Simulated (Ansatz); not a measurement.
InP under changes of volume

One of the cells (25.167 Å³/atom); the others are scaled copies at fixed shape and fractional positions:

```
In P
1.0
     0.00000    2.93050    2.93050
     2.93050    0.00000    2.93050
     2.93050    2.93050    0.00000
In P
1 1
Direct
  0.00000 0.00000 0.00000
  0.75000 0.75000 0.75000
```

- Program: Ansatz 0.2.0
- Functional: PBE
- Potentials or basis: Ansatz PAW
- Cutoff: 420 eV (not typed: the program's choice for these potentials)
- k mesh: 8 × 8 × 8
- Occupations: fermi-dirac, width 0.05 eV
- Spin: no spin polarisation

```csv
volume (Å³/atom),energy over the lowest point (meV/atom),pressure (GPa),gap on the mesh (eV)
23.657,67.46,8.6,1.05
24.160,43.47,6.7,0.94
24.663,25.33,4.9,0.83
25.167,?,?,?
25.670,4.19,1.9,0.61
26.173,0.20,0.6,0.50
26.677,0.00,-0.5,0.40
```

Problem. What does the run at 25.167 Å³/atom give?

Solution. Energy over the lowest point 12.41 meV/atom; pressure 3.3 GPa; gap on the mesh 0.72 eV.

Worked out: A Birch-Murnaghan fit of order 3 (a polynomial in V^(-2/3)) to the other rows has its minimum at 26.45 Å³/atom with B0 = V·E''(V) = 60 GPa and B' = 4.6. It gives 12.40 meV/atom at 25.167 Å³/atom, against the run's 12.41, and -dE/dV = 3.3 GPa, against 3.3. A straight line through the other rows of the gap, of slope -5.44 eV per unit of ln V (its deformation potential), gives 0.72 eV, against the run's 0.72.

Energies are extrapolated to zero smearing.

Caveats: spin-orbit coupling is left out, which moves the levels of the heavy elements.
